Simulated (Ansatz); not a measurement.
## Zr: the change of pressure and largest V_zz with volume scale

Periodic Kohn-Sham DFT of a crystal at fixed atoms, scaled to volume_scale times the given cell; pressure positive in compression, energy less spherical unpolarised free atoms, largest_vzz the field gradient of largest size among the nuclei. The results are calculated, by Ansatz 0.2.0.

The cell before it is scaled or strained (space group P6_3/mmc, No. 194):
```
cell vectors (Å)
   3.2320     0.0000     0.0000
  -1.6160     2.7990     0.0000
   0.0000     0.0000     5.1470
atoms (fractions of the cell vectors)
Zr  0.33333  0.66667  0.25000
Zr  0.66667  0.33333  0.75000
```

Settings of every row: method frozen-core PAW; functional PBE; relativity scalar; k mesh 13x13x7; filling fermi-dirac; smearing width 0.08 eV; wave cutoff 420 eV; paw set soft_2.

Atom start moment: 0 on all atoms.

Limits: no gap: field gradients move with the k mesh.

| row | volume scale | V (Å³/atom) | pressure (GPa) | largest V_zz (1e21 V/m^2) |
| --- | --- | --- | --- | --- |
| 1 | 0.94 | 21.884 | 7.007 | 4.813 |
| 2 | 0.96 | 22.35 | 4.647 | 4.621 |
| 3 | 0.98 | 22.815 | 2.48 | 4.427 |
| 4 | 0.99 | 23.048 | ? | ? |
| 5 | 1 | 23.281 | 0.49 | 4.237 |
| 6 | 1.01 | 23.514 | -0.443 | 4.145 |
| 7 | 1.02 | 23.746 | -1.337 | 4.055 |
| 8 | 1.04 | 24.212 | -3.012 | 3.882 |
| 9 | 1.06 | 24.678 | -4.549 | 3.719 |

Question: what pressure and largest V_zz should row 4 give?

Worked fit of pressure. Take u = (V_r/V)^(2/3) − 1 with V_r = 23.398 Å³ an atom, which is twice the finite (Eulerian) strain; such expansions in the strain, on which the Birch-Murnaghan equation of state is built, carry the rest volume and the bulk modulus. The shown rows have u = 0.04561, 0.03102, 0.01696, 0.00335, -0.00329, -0.00979, -0.02254, -0.03488. Least squares give pressure = 0.0155 + 140.603 × u + 278.69 × u² GPa; a straight line predicts inner rows, each left out in turn, worse (root mean square 0.14 against 0.0019 GPa). The rows lie off it by -0.001, 0.002, 0.000, 0.000, 0.001, -0.003, 0.000, 0.001. The pressure vanishes at u = -0.0001, or V = 23.4 Å³ an atom, and there the bulk modulus at fixed shape and fractions is B = −V dP/dV = (2/3)(1 + u) dP/du = 93.7 GPa. Letting shape and atoms relax would as a rule lower it, by much in layered, chain or molecular crystals. The withheld row has u = 0.0101, so the fit gives 0.0155 + 140.603 × (0.0101) + 278.69 × (0.0101)² = 1.464 GPa.

The calculation gave 1.463 GPa. The fit lies 0.001 GPa (0.0087 % of the column's range) above it, one unit of the last digit.

Worked fit of largest V_zz. Take t = volume scale − 1. The shown rows have t = -0.06, -0.04, -0.02, 0, 0.01, 0.02, 0.04, 0.06. Least squares give largest V_zz = 4.2374 − 9.166 × t + 8.09 × t² 1e21 V/m^2; a straight line predicts inner rows, each left out in turn, worse (root mean square 0.01 against 0.0033 1e21 V/m^2). The rows lie off it by -0.003, 0.004, 0.003, 0.000, -0.002, -0.002, -0.002, 0.002, a smooth pattern that one more power would take up: the form is only approximate. The withheld row has t = -0.01, so the fit gives 4.2374 − 9.166 × (-0.01) + 8.09 × (-0.01)² = 4.330 1e21 V/m^2.

The calculation gave 4.331 1e21 V/m^2. The fit lies 0.001 1e21 V/m^2 (0.091 % of the column's range) below it, one unit of the last digit.
